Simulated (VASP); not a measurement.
Runs of VASP 6.6.1 on TiO2 (Rutile). Symmetry: P4_2/mnm, No. 136, tetragonal system. Conventional cell: a = 4.592 Å, b = 4.592 Å, c = 2.957 Å, α = 90.00°, β = 90.00°, γ = 90.00°. Ti (site symmetry mmm) is surrounded by 6 O at 1.95 to 1.98 Å. Around O (site symmetry m2m) lie 3 Ti at 1.95 to 1.98 Å. 

```tsv
level	potentials or basis	k mesh	grid for exact exchange (PRECFOCK)	screening parameter	gap on the mesh (eV)	pressure (GPa)	largest force (eV/Å)
PBEsol	VASP PAW PBE potentials, release 64 (Ti_sv, O)	5 × 5 × 8	-	-	1.84	-1.0	0.06
r2SCAN	VASP PAW PBE potentials, release 64 (Ti_sv, O)	5 × 5 × 8	-	-	(b)	1.5	0.08
HSE06	VASP PAW PBE potentials, release 64 (Ti_sv, O)	4 × 4 × 6	Fast	0.2 1/A	3.39	(c)	0.06
LDA	VASP PAW LDA potentials, release 64 (Ti_sv, O)	5 × 5 × 8	-	-	1.78	(a)	-
```

Alike in all rows: task single point; no spin polarisation; cell as given; cutoff (eV) 520; smearing fermi-dirac 0.02 eV.

Problem. Fill in the values left out.

Solution. (a) -6.8; (b) 2.24; (c) -2.0.

Caveats: the PAW data sets were made with another functional, which shifts forces and pressure a little (some runs); an odd mesh through Γ misses points on the zone boundary, where band edges often lie (some runs).

Runs at the PBE level aren't shown here.
